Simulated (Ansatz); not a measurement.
# In: the cost of one run

Method: DFT PBE, scalar-relativistic, plane waves, PAW, in Ansatz 0.2.0.

6 further runs of the same task are left out: 1 that didn't finish, 5 set aside as unsound or not needed.

**1. Starting point**

The structure is tetragonal, space group I4/mmm (No. 139). Conventional cell: a = 3.252 Å, b = 3.252 Å, c = 4.946 Å, α = 90.00°, β = 90.00°, γ = 90.00°. In (site symmetry 4/mmm) has 12 In at 3.25 to 3.38 Å in its first shell of neighbours.

As a file:

```cif
data_structure
_symmetry_space_group_name_H-M 'P 1'
_symmetry_Int_Tables_number 1
_cell_length_a 3.3771
_cell_length_b 3.3771
_cell_length_c 3.3771
_cell_angle_alpha 122.430
_cell_angle_beta 122.430
_cell_angle_gamma 85.840
_cell_volume 26.16
loop_
_atom_site_label
_atom_site_type_symbol
_atom_site_fract_x
_atom_site_fract_y
_atom_site_fract_z
_atom_site_occupancy
In1 In 0.00000 0.00000 0.00000 1
```

The cell is the measured one, not relaxed. An earlier run on this cell at PBE gave 1.92 GPa at 26.159 Å³/atom (14×14×14 mesh), no gap.

**2. Bands on a fine mesh, Fermi surface**

input.yaml reads:

```yaml
crystal:
  lattice:
    - [-1.6261505014, 1.6261505014, 2.4730507625]
    - [1.6261505014, -1.6261505014, 2.4730507625]
    - [1.6261505014, 1.6261505014, -2.4730507625]
  atoms:
    - { symbol: In, position: [0.0, 0.0, 0.0] }
basis:
  ecutwfc: 420
  ecutrho_ratio: 4
kpoints:
  mp_grid: { grid: [14, 14, 14] }
hamiltonian:
  xc: pbe
scf:
  occupations: { method: gaussian, width: 0.05 }
output:
  forces: true
  stress: true
  eigenvalues: true
  eigenstates:
    nscf_kmesh: { grid: [26, 26, 26] }
    de_dk: true
    e_range: [-2.5, 2.5]
  write_density: true
  write_potential: true
  elf: true
  volumetric_format: npy
```

Run with:

```sh
> ansatz run input.yaml --threads 4 --pin off --max-ram 9216MiB --backend cpu --events-out ev --progress --plain --runs-dir out
```

What time and memory should one allow on 4 threads of AMD EPYC 7R43 (Zen 3), shared host?

About 4.3 s, with a peak of 0.57 GiB.
